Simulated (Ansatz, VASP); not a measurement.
**MgB2 in VASP and in Ansatz**

INCAR

```
SYSTEM = MgB2
PREC = Accurate
ENCUT = 520
EDIFF = 1E-6
ISMEAR = -1
SIGMA = 0.05
LREAL = .False.
LASPH = .True.
NELM = 60
ALGO = Normal
ISIF = 2
LWAVE = .False.
LCHARG = .True.
LELF = .True.
LVHAR = .True.
NBANDS = 11
```

The input KPOINTS:

```
Automatic mesh
0
Gamma
  15 15 12
  0 0 0
```

The input POSCAR:

```
MgB2
1.0
    3.0642953789      0.0000000000      0.0000000000
   -1.5321476895      2.6537576429      0.0000000000
    0.0000000000      0.0000000000      3.4993549923
Mg B
1 2
Direct
    0.0000000000      0.0000000000      0.0000000000
    0.3333333333      0.6666666667      0.5000000000
    0.6666666667      0.3333333333      0.5000000000
```

Input for Ansatz:

```yaml
crystal:
  lattice:
    - [3.0642953789, 0.0, 0.0]
    - [-1.5321476895, 2.6537576429, 0.0]
    - [0.0, 0.0, 3.4993549923]
  atoms:
    - { symbol: Mg, position: [0.0, 0.0, 0.0] }
    - { symbol: B, position: [0.3333333333, 0.6666666667, 0.5] }
    - { symbol: B, position: [0.6666666667, 0.3333333333, 0.5] }
kpoints:
  mp_grid: { grid: [15, 15, 12] }
  band_path:
    path:
      - [0.0, 0.0, 0.0]
      - [0.5, 0.0, 0.0]
      - [0.3333333333, 0.3333333333, 0.0]
      - [0.0, 0.0, 0.0]
      - [0.0, 0.0, 0.5]
      - [0.5, 0.0, 0.5]
      - [0.3333333333, 0.3333333333, 0.5]
      - [0.0, 0.0, 0.5]
      - [0.5, 0.0, 0.5]
    npoints: 5
scf:
  occupations: { method: fermi_dirac, width: 0.05 }
hamiltonian:
  xc: lda
  pseudopotentials: { kind: all_electron, lapw: { basis_error: 0.0005 } }
output:
  forces: true
  stress: true
  eigenvalues: true
```

Change from the starting cell: volume scaled by 0.98.

Alike in both runs: task single point; functional LDA; k mesh 15 × 15 × 12; occupations fermi-dirac, width 0.05 eV; no spin polarisation.

```csv
,VASP,Ansatz
version,VASP 6.6.1,Ansatz 0.2.0
potentials or method,"VASP PAW LDA potentials, release 64 (Mg, B)","all-electron LAPW, scalar-relativistic"
plane-wave cutoff (eV),520,see its input
```

Ansatz gave:

```
pressure (GPa)                                  : -4.8
largest component of the traceless stress (GPa) : 0.96
```

Which values does VASP return?

Pressure (GPa): -5.3; largest component of the traceless stress (GPa): 0.84.

Ansatz ran all-electron here, so the differences hold the error of VASP's frozen core and of both bases.
